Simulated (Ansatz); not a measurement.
Wires are cut from relaxed bulk Si2Ni (Fm-3m, 13.47 Å³/atom, gap on the mesh 0.00 eV); atoms and period are relaxed, and energies count from that bulk.

These are results of Ansatz 0.2.0, DFT PBE, scalar-relativistic, plane waves, PAW, not measurements.

Cutoff 420 eV, Gaussian smearing of 0.05 eV, energies at zero smearing, symmetry of each start kept, no spin polarisation.

```
                             start atoms k mesh excess energy (eV per host atom) line energy (eV/Å) period (Å) gap on the mesh (eV) highest filled level or Fermi level under vacuum (eV)
 [110] wire, 9 host atoms a period      9  1×1×14                             0.779               1.829       3.836                     0                                                      -
[110] wire, 12 host atoms a period     12  1×1×14                             0.695               2.239       3.728                     0                                                   4.48
```

A dash: not computed, or not clear enough to read.

Spin polarisation was left out, and a magnetic state may lie lower.

Each run keeps its start's symmetry and one magnetic start, so lower states can exist.

Cost: 2 runs of about 11 core-minutes in all, on Arm Neoverse V1 (shared hosts).